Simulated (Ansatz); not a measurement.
The system is MoS2, a slab with vacuum.

```
CELL_PARAMETERS angstrom
3.18413 0.00000 0.00000
-1.59206 2.75753 0.00000
0.00000 0.00000 17.33460
ATOMIC_POSITIONS crystal
Mo 0.00000 0.00000 0.00000
S 0.33333 0.66667 0.91051
S 0.33333 0.66667 0.08949
```

Base run:

- Program: Ansatz 0.2.0
- Functional: PBEsol
- Potentials or basis: all-electron LAPW, scalar-relativistic
- Cutoff: 241 eV (chosen from the basis error)
- Basis error allowed: 0.002 eV/atom
- k mesh: 10 × 10 × 2
- Occupations: fermi-dirac, width 0.05 eV
- Spin: no spin polarisation
- Hubbard terms: Mo d U = 8 eV

Its results: band gap on the k mesh 1.04 eV, direct; largest force 0.229 eV/Å.

The run is repeated on the same cell with these changes: hubbard terms from Mo d U = 8 eV to Mo d U = 6 eV. What comes out?

Band gap on the k mesh 1.53 eV, direct; largest force 0.173 eV/Å.

Caveats: U is the effective U less J, on atomic orbitals that reach past the spheres.

A k mesh can miss the band edges.
